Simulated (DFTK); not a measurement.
The system is W.

```
W
1.0
    -1.58234    1.58234    1.58234
     1.58234   -1.58234    1.58234
     1.58234    1.58234   -1.58234
W
1
Cartesian
  0.0000 0.0000 0.0000
```

Base run:

- Program: DFTK 0.8.2
- Functional: PBEsol
- Potentials or basis: dojo.nc.sr.pbesol.v0_4_1.standard.upf (PBEsol)
- Cutoff: 1007 eV
- k mesh: 12 × 12 × 12
- Occupations: fermi-dirac, width 0.05 eV
- Spin: no spin polarisation

Its results: band gap on the k mesh none (metal or under the smearing width); pressure -2.8 GPa.

Question: The run is repeated on the same cell with these changes: functional from PBEsol to PBE; potentials or basis from dojo.nc.sr.pbesol.v0_4_1.standard.upf (PBEsol) to SG15 1.2 (PBE); cutoff from 1007 eV to 952 eV; valence electrons from 14 to 28. What comes out?

Answer: Band gap on the k mesh none (metal or under the smearing width); pressure 6.2 GPa.

Not every run made on this cell is shown here.
